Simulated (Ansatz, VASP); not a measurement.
This is a calculation of Si for Ansatz 0.2.0.

Contents of input.yaml:

```yaml
crystal:
  lattice:
    - [4.0652546591, 0.0, 0.0]
    - [-2.0326223971, 3.5206163846, 0.0]
    - [0.0, 0.0, 2.6189100611]
  atoms:
    - { symbol: Si, position: [0.33333, 0.66667, 0.5] }
    - { symbol: Si, position: [0.66667, 0.33333, 0.5] }
hamiltonian:
  xc: pbe
  pseudopotentials: { kind: paw }
kpoints:
  mp_grid: { grid: [8, 8, 10] }
scf:
  occupations: { method: fermi_dirac, width: 0.05 }
output:
  forces: true
  stress: true
  eigenvalues: true
```

Potentials or basis: Ansatz PAW.

The run is started by

```sh
$ ansatz run input.yaml --threads 1 --pin off --max-ram 3584MiB --backend cpu --events-out ev --progress --plain --runs-dir out
```

**Question.** Set up the same calculation for VASP 6.6.1. Potentials there: VASP PAW PBE potentials, release 64 (Si).

**Answer.** As run (the cutoff follows the program's own potentials):

File INCAR:

```
ALGO = Normal
EDIFF = 1E-7
ENCUT = 520
GGA = PE
ISIF = 2
ISMEAR = -1
LASPH = T
LCHARG = F
LREAL = F
LWAVE = F
NBANDS = 11
NELM = 100
PREC = Accurate
SIGMA = 0.05
```

KPOINTS

```
k-points
0
Gamma
  8 8 10
```

The input POSCAR:

```
Si
1.0
    4.0652546591      0.0000000000      0.0000000000
   -2.0326223971      3.5206163846      0.0000000000
    0.0000000000      0.0000000000      2.6189100611
Si
2
Direct
    0.3333300000      0.6666700000      0.5000000000
    0.6666700000      0.3333300000      0.5000000000
```

Potentials or basis: VASP PAW PBE potentials, release 64 (Si).

The run is started by

```sh
$ cat potpaw_PBE.64/Si/POTCAR > POTCAR
$ mpirun -np 1 vasp_std > vasp.out
```

Both were run:

|  | VASP | Ansatz | Ansatz less VASP |
| --- | --- | --- | --- |
| gap on the k mesh at the Fermi level (eV) | none | none | - |
| pressure (GPa) | 3.6 | 3.7 | +0.07 |
| largest component of the traceless stress (GPa) | 0.88 | 0.93 | +0.045 |

A gap of «none» marks a metal or a gap that the smearing closes. The functional is the same, so the differences come from potentials, cutoffs and numerics.
